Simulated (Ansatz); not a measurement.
Zincblende CdSe at its r2SCAN geometry, run in the PAW code Ansatz at 3 levels of theory. Non-magnetic throughout; all numbers are computed.

The PBE+SOC input:
```yaml
crystal:
  lattice:
    - [0.0, 3.0677809692, 3.0677809692]
    - [3.0677809692, 0.0, 3.0677809692]
    - [3.0677809692, 3.0677809692, 0.0]
  atoms:
    - { symbol: Cd, position: [0.0, 0.0, 0.0] }
    - { symbol: Se, position: [0.25, 0.25, 0.25] }
kpoints:
  mp_grid: { grid: [8, 8, 8] }
  band_path:
    path:
      - [0.0, 0.0, 0.0]
      - [-0.5, -0.5, 0.0]
      - [-0.375, -0.375, 0.25]
      - [-0.375, 0.0, 0.375]
      - [0.0, 0.0, 0.5]
      - [-0.5, -0.25, 0.25]
    npoints: 1
hamiltonian:
  xc: pbe
scf:
  occupations: { method: fermi_dirac, width: 0.02 }
  n_extra_bands: 8
magnetization:
  noncollinear: true
  spin_orbit: true
output:
  forces: true
  stress: true
  eigenvalues: true
```

Main results, then, where recorded, the levels near the gap in eV from the Fermi energy (columns number the bands from 0), one row a point of the path (Γ, X, U, K, L, W):
```
Crystal: 2 atoms, lattice volume = 57.743 Å³
Symmetry: 24 space group operations + 24 with time reversal
Magnetic group: BNS 216.75 (UNI 1577)
```
```
Basis set: ecut = 420 eV, 1139 PW (Γ)
k-points: 29 of 512 (time reversal used)
SCF 1 converged in 7 iterations: F = -13727.642660 eV  dr2 = 5.09e-8
Free energy (F): -13727.642660 eV
Fermi energy:    7.450621 eV
--- Stress (GPa, compression-positive) ---
        1.374353       0.000000       0.000000
        0.000000       1.374353       0.000000
        0.000000       0.000000       1.374353
  P = ⅓ Tr σ = 1.3744 GPa (13.744 kbar)
```
```tsv
band_28	band_29	band_30	band_31	band_32	band_33	band_34	band_35	band_36	band_37	band_38	band_39	band_40	band_41
-7.673	-7.673	-0.588	-0.588	-0.226	-0.226	-0.226	-0.226	0.211	0.211	5.318	5.318	5.722	5.722
-7.327	-7.327	-4.304	-4.304	-2.177	-2.177	-2.047	-2.047	2.847	2.847	3.397	3.397	8.606	8.606
-7.336	-7.217	-4.296	-4.179	-2.800	-2.716	-1.788	-1.785	3.365	3.376	4.700	4.802	7.781	7.896
-7.336	-7.217	-4.296	-4.179	-2.800	-2.716	-1.788	-1.785	3.365	3.376	4.700	4.802	7.781	7.896
-7.372	-7.372	-4.580	-4.580	-1.179	-1.179	-0.941	-0.941	2.017	2.017	6.009	6.009	6.180	6.180
-7.309	-7.188	-4.268	-4.145	-2.593	-2.438	-2.416	-2.405	4.479	4.660	4.861	4.896	5.961	6.175
```

With PBE+SOC the gap is 0.44 eV and direct, at Γ.

Q: Another run on the same cell gave
```
Basis set: ecut = 500 eV, 1459 PW (Γ)
k-points: 29 of 512 (time reversal used)
SCF 1 converged in 6 iterations: F = -13747.836040 eV  dr2 = 2.11e-8
Free energy (F): -13747.836040 eV
Fermi energy:    6.806364 eV
--- Stress (GPa, compression-positive) ---
       -0.050977       0.000000       0.000000
        0.000000      -0.050977       0.000000
        0.000000       0.000000      -0.050977
  P = ⅓ Tr σ = -0.0510 GPa (-0.510 kbar)
```
```tsv
band_14	band_15	band_16	band_17	band_18	band_19	band_20
-7.750	0.000	0.000	0.000	1.037	6.488	6.488
-7.394	-3.956	-1.788	-1.788	3.514	4.142	9.535
-7.316	-3.878	-2.444	-1.462	4.107	5.509	8.669
-7.316	-3.878	-2.444	-1.462	4.107	5.509	8.669
-7.462	-4.258	-0.718	-0.718	2.836	6.936	6.936
-7.280	-3.841	-2.175	-2.119	5.419	5.514	7.017
```
Which level of theory gave it?

A: It is r2SCAN, on 8×8×8; the blocks that differ from the first input, but for the band path:
```yaml
hamiltonian:
  xc: r2scan
scf:
  occupations: { method: fixed }
  n_extra_bands: 4
```
(magnetization left out)
With r2SCAN the gap is 1.04 eV and direct, at Γ. The mean pressure is -0.05 GPa (compression positive), so r2SCAN would shrink the cell's volume.

Q: In the first input these blocks are replaced (the band path and keys that only write files left aside):
```yaml
kpoints:
  mp_grid: { grid: [6, 6, 6] }
hamiltonian:
  xc: hse06
scf:
  occupations: { method: fixed }
  n_extra_bands: 4
```
(magnetization left out)
What comes out?

A:
```
Basis set: ecut = 420 eV, 1139 PW (Γ)
k-points: 16 of 216 (time reversal used)
SCF 1 stopped early in 3 iterations: F = -13724.784130 eV  dr2 = 1.06e-5
Exchange kernel: α = 0.2500, screened, ω = 0.2079 Å⁻¹, Wigner–Seitz truncation, v(0) = 1046.8492 eV·Å³, q-mesh 6×6×6
SCF 2 stopped early in 7 iterations: F = -13730.135618 eV  dr2 = 6.67e-7
hybrid outer 1: dexx = +1.016e-2 eV, tail = 6.34e-5 eV
SCF 3 converged in 4 iterations: F = -13730.135850 eV  dr2 = 3.16e-10
hybrid outer 2: dexx = +4.275e-7 eV, tail = 2.95e-8 eV, Δε = 2.65e-3 eV
Free energy (F): -13730.135850 eV
Fermi energy:    6.531378 eV
--- Stress (GPa, compression-positive) ---
        0.212497       0.000000       0.000000
        0.000000       0.212497       0.000000
        0.000000       0.000000       0.212497
  P = ⅓ Tr σ = 0.2125 GPa (2.125 kbar)
```
```tsv
band_14	band_15	band_16	band_17	band_18	band_19	band_20
-8.752	0.000	0.000	0.000	1.483	6.969	6.969
-8.348	-4.220	-1.889	-1.889	3.991	4.713	10.163
-8.274	-4.118	-2.582	-1.546	4.627	6.149	9.234
-8.274	-4.118	-2.582	-1.546	4.627	6.149	9.234
-8.434	-4.514	-0.763	-0.763	3.335	7.457	7.457
-8.237	-4.075	-2.311	-2.223	6.085	6.110	7.516
```
With HSE06 the gap is 1.48 eV and direct, at Γ. The mean stress, +0.2 GPa, is small, and the program warns that its thresholds are loose for a hybrid's stress.

Small level splittings and stresses of the hybrids carry the error of their coarser meshes.

Totals of different functionals, or with and without spin-orbit coupling, can't be compared.

Only the levels marked +SOC include spin-orbit coupling.
